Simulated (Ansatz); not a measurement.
## InP: In on a P site

Theory: DFT PBE, scalar-relativistic, plane waves, PAW (Ansatz 0.2.0). (420 eV cutoff, 2×2×2 k-mesh, shifted by half a step, Gaussian smearing of 0.02 eV, collinear spin in charge -1 alone)

Host crystal, relaxed:

```
In P
1.0
     0.00000    2.97989    2.97989
     2.97989    0.00000    2.97989
     2.97989    2.97989    0.00000
In P
1 1
Direct
  0.00000 0.00000 0.00000
  0.25000 0.25000 0.25000
```

Supercell of 32 atoms, rows in host cell vectors: 1 -3 1; -3 1 1; 1 1 -3. Atoms relax at the host's cell, keeping the symmetry that the supercell leaves at the site. The cell is small, so energies carry finite-size errors of tenths of an eV. The host's Kohn–Sham gap is 0.44 eV. Atoms are taken from and returned to the elements' standard states. Charged cells are corrected for image charges with the computed static dielectric tensor (mean 15.1) and aligned with the host's potential at far atoms (alignment terms reach 0.53 eV; the program doubts the alignment in some charges, where it is up to 0.53 eV). No band-filling term is added, and the Fermi level counts from the host's valence band top.

Defect: In on a P site at (0.250, 0.250, 0.250) of the host cell.

Question: What is the formation energy of the neutral defect?

Answer: 2.79 eV.

Question: Does the neutral defect carry a moment, and how do its surroundings relax?

Answer: The neutral run had no spin polarisation, so a moment wasn't tested. The nearest neighbours before are 4 In at 2.58 Å; after relaxation the atoms near the site are 4 In at 2.77 Å; the largest move is 0.19 Å.

Question: Charges 0, -1, -2 were computed. Which is stable where in the gap?

Answer: Among the charges computed the stable one is 0 at the valence band top and stays so across the gap. In charge -1, -2 the extra carrier would gain by moving to a band edge of the host, so it isn't bound in the gap, though by less than the errors named above. In charge 0, -1 the cell has partly filled bands: a level of the defect may be part filled, the carrier may sit in the host's bands, or levels may cross between the k points, so transitions that involve it are doubtful. Levels between neighbouring charges: (0/-1) 0.57 eV, (-1/-2) 0.82 eV.